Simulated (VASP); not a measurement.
## A VASP 6.6.1 single-point calculation on PbSe

INCAR

```
NSW = 0
NELM = 50
LWAVE = .FALSE.
ISMEAR = -1
ENCUT = 250
LREAL = .FALSE.
IBRION = -1
ISPIN = 2
EDIFF = 1E-7
SIGMA = 0.02
PREC = Accurate
ISIF = 2
MAGMOM = -0.5 -0.5
NBANDS = 17
LCHARG = .FALSE.
LASPH = .TRUE.
GGA = PE
```

KPOINTS

```
KPOINTS created by Atomic Simulation Environment
0
Gamma
8 8 8
0 0 0
```

POSCAR

```
Pb Se
 1.0000000000000000
    -0.1696883774000000    3.0425619308999998    3.0425619308999998
     3.0425619308999998   -0.1696883774000000    3.0425619308999998
     3.0425619308999998    3.0425619308999998   -0.1696883774000000
 Pb  Se
   1   1
Cartesian
  0.0000000000000000  0.0000000000000000  0.0000000000000000
  2.9577177421999998  2.9577177421999998  2.9577177421999998
```

The recommended PBE PAW datasets give the neutral cell 20 valence electrons.

Command

```
mpirun -np 1 vasp_std
```

Predict the outcome of this run.

It converged. Results: pressure -0.9 GPa; magnetic moment of the cell 0.00 μB.

OSZICAR

```
N       E                     dE             d eps       ncg     rms          rms(c)
DAV:   1     0.119219016065E+03    0.11922E+03   -0.62813E+03  4548   0.644E+02
DAV:   2    -0.173437424408E+01   -0.12095E+03   -0.11777E+03  5106   0.233E+02
DAV:   3    -0.834221296232E+01   -0.66078E+01   -0.65883E+01  5462   0.596E+01
DAV:   4    -0.843094112921E+01   -0.88728E-01   -0.88707E-01  5626   0.842E+00
DAV:   5    -0.843333077646E+01   -0.23896E-02   -0.23896E-02  5673   0.117E+00    0.368E+00
DAV:   6    -0.816529115839E+01    0.26804E+00   -0.89489E-01  6364   0.530E+00    0.166E+00
DAV:   7    -0.816243901663E+01    0.28521E-02   -0.12687E-01  5007   0.170E+00    0.102E+00
DAV:   8    -0.816444199014E+01   -0.20030E-02   -0.75608E-03  5096   0.652E-01    0.526E-01
DAV:   9    -0.816582090393E+01   -0.13789E-02   -0.32793E-03  5041   0.545E-01    0.163E-01
DAV:  10    -0.816538872827E+01    0.43218E-03   -0.27311E-04  5781   0.125E-01    0.778E-02
DAV:  11    -0.816542906948E+01   -0.40341E-04   -0.11931E-04  5273   0.866E-02    0.280E-02
DAV:  12    -0.816544685089E+01   -0.17781E-04   -0.36663E-05  5021   0.505E-02    0.911E-03
DAV:  13    -0.816544831876E+01   -0.14679E-05   -0.64889E-06  5671   0.234E-02    0.377E-03
DAV:  14    -0.816544857876E+01   -0.26000E-06   -0.69262E-07  5189   0.613E-03    0.184E-03
DAV:  15    -0.816544852535E+01    0.53412E-07   -0.14234E-07  4288   0.257E-03
   1 F= -.81654485E+01 E0= -.81653740E+01  d E =-.148963E-03  mag=     0.0000
```

Standard output (part)

```
POSCAR found type information on POSCAR PbSe
 POSCAR found :  2 types and       2 ions
 LDA part: xc-table for (Slater+PW92), standard interpolation
 POSCAR, INCAR and KPOINTS ok, starting setup
 WAVECAR not read
 entering main loop
```

For comparison, a separate PBE run of the intended cell, on usual settings and not on those above, gives a gap of 0.04 eV on its mesh and a pressure of -0.8 GPa.
